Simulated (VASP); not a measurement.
**BAs: band structure with rSCAN**

Crystal: BAs.

```
As B
1.0
     0.00000    2.38850    2.38850
     2.38850    0.00000    2.38850
     2.38850    2.38850    0.00000
As B
1 1
Cartesian
  3.5827 3.5827 3.5827
  0.0000 0.0000 0.0000
```

* Program: VASP 6.6.1
* Task: band structure
* Functional: rSCAN
* Potentials or basis: VASP PAW PBE potentials, release 64 (As, B)
* Cutoff: 520 eV
* k mesh: 10 × 10 × 10
* Occupations: fermi-dirac, width 0.05 eV
* Spin: no spin polarisation
* Further INCAR settings: ALGO = Normal; EDIFF = 1e-07; NBANDS = 11

| Item | Value |
| --- | --- |
| Pressure | 0.6 GPa |
| Band gap on the k mesh | 1.38 eV, indirect (least direct gap 3.44 eV) |
| Band gap along the path | 1.38 eV, indirect (least direct gap 3.44 eV) |

Levels at the corners of the path, in eV from the valence-band top:
```csv
point,band 1,band 2,band 3,band 4,band 5,band 6,band 7,band 8,band 9
Γ,-16.13,0.00,0.00,0.00,3.44,3.44,3.44,5.12,10.41
X,-11.69,-9.04,-4.30,-4.30,1.63,1.70,12.12,12.12,13.85
X,-11.69,-9.04,-4.30,-4.30,1.63,1.70,12.12,12.12,13.85
W,-11.52,-8.59,-5.72,-5.42,5.69,6.43,7.20,7.40,13.10
W,-11.52,-8.59,-5.72,-5.42,5.69,6.43,7.20,7.40,13.10
K,-11.75,-8.65,-6.20,-3.68,2.29,5.96,9.77,10.39,11.30
K,-11.75,-8.65,-6.20,-3.68,2.29,5.96,9.77,10.39,11.30
Γ,-16.13,0.00,0.00,0.00,3.44,3.44,3.44,5.12,10.41
Γ,-16.13,0.00,0.00,0.00,3.44,3.44,3.44,5.12,10.41
L,-13.12,-9.22,-1.94,-1.94,2.97,5.06,5.06,9.59,13.63
L,-13.12,-9.22,-1.94,-1.94,2.97,5.06,5.06,9.59,13.63
U,-11.75,-8.65,-6.20,-3.68,2.29,5.96,9.77,10.39,11.30
U,-11.75,-8.65,-6.20,-3.68,2.29,5.96,9.77,10.39,11.30
W,-11.52,-8.59,-5.72,-5.42,5.69,6.43,7.20,7.40,13.10
W,-11.52,-8.59,-5.72,-5.42,5.69,6.43,7.20,7.40,13.10
L,-13.12,-9.22,-1.94,-1.94,2.97,5.06,5.06,9.59,13.63
L,-13.12,-9.22,-1.94,-1.94,2.97,5.06,5.06,9.59,13.63
K,-11.75,-8.65,-6.20,-3.68,2.29,5.96,9.77,10.39,11.30
U,-11.75,-8.65,-6.20,-3.68,2.29,5.96,9.77,10.39,11.30
X,-11.69,-9.04,-4.30,-4.30,1.63,1.70,12.12,12.12,13.85
```

Run time: 2.4 min on 1 thread of AMD EPYC 9R45 (Zen 5), on a shared host, peak memory 0.15 GiB.

Caveat: the PAW data sets were made with another functional, which shifts forces and pressure a little.
